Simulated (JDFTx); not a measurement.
Runs of JDFTx 1.7.0 (patched build) on Rh. It takes space group Fm-3m (No. 225, cubic). Conventional cell: a = 3.796 Å, b = 3.796 Å, c = 3.796 Å, α = 90.00°, β = 90.00°, γ = 90.00°. Rh (site symmetry m-3m) has 12 Rh at 2.68 Å as nearest neighbours. 

| level | gap on the mesh (eV) | pressure (GPa) | relaxed volume (Å³/atom) |
| --- | --- | --- | --- |
| revPBE | none | 0.0 | 14.35 |
| AM05 | none | 0.0 | 13.49 |
| TPSS | none | 0.0 | (b) |
| SCAN | none | 0.0 | (c) |
| r2SCAN | none | 0.0 | 13.70 |
| PBEsol | none | 0.0 | 13.56 |
| PBE | none | 0.0 | 14.13 |
| BLYP | none | 0.0 | (a) |

Alike in all rows: task relaxation of cell and atoms; potentials or basis SG15-PBE-1.2 with smoothed tails; no spin polarisation; cell relaxed; k mesh 6 × 6 × 6; cutoff (eV) 1088; smearing fermi-dirac 0.05 eV; the mesh is coarse, so values aren't converged.

Question: Fill in the values left out.

Answer: (a) 14.84; (b) 13.84; (c) 13.58.

Caveats: all runs use coarse meshes; the potentials were made for another functional, which shifts forces and pressure (some runs); the plane waves are those of the starting cell, so after so large a change of volume the result is rough (some runs).

A k mesh can miss the band edges, and the runs leave out spin-orbit coupling on Rh.

A gap of «none» marks a metal or a gap under the smearing width.
